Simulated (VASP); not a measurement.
Input of a VASP 6.6.1 run:

The input INCAR:

```
SYSTEM = W
  ALGO = Normal
  BPARAM = 11.95
  CPARAM = 0.0093
  EDIFF = 1E-7
  ENCUT = 520
  ISIF = 2
  ISMEAR = 0
  IVDW_NL = 2
  LASPH = .TRUE.
  LCHARG = .FALSE.
  LMIXTAU = .TRUE.
  LREAL = .FALSE.
  LUSE_VDW = .TRUE.
  LWAVE = .FALSE.
  METAGGA = R2SCAN
  NELM = 60
  PREC = Accurate
  SIGMA = 0.1
```

File KPOINTS:

```
k-points
0
G
  18 18 18
  0 0 0
```

Contents of POSCAR:

```
W                                       
1.0
   -1.5512950018      1.5512950018      1.5512950018
    1.5512950018     -1.5512950018      1.5512950018
    1.5512950018      1.5512950018     -1.5512950018
  W             
     1
Direct
     0.0000000000000000    0.0000000000000000    0.0000000000000000
```

Potentials or basis: VASP PAW PBE potentials, release 64 (W_sv).

Launch:

```console
$ cat potpaw_PBE.64/W_sv/POTCAR > POTCAR
$ mpirun -np 1 vasp_std > vasp.out
```

(1) What does it give for the band gap on the k mesh?

(2) What does it give for the pressure?

Results:

(1) none (metal or under the smearing width).

(2) 23.0 GPa.

Caveat: so large a pressure means that the cell lies far from this level's equilibrium, or that cutoff or potentials fall short; the potentials were made for another functional, which shifts forces and pressure; pairwise dispersion overbinds metals, which lowers pressure and volume.
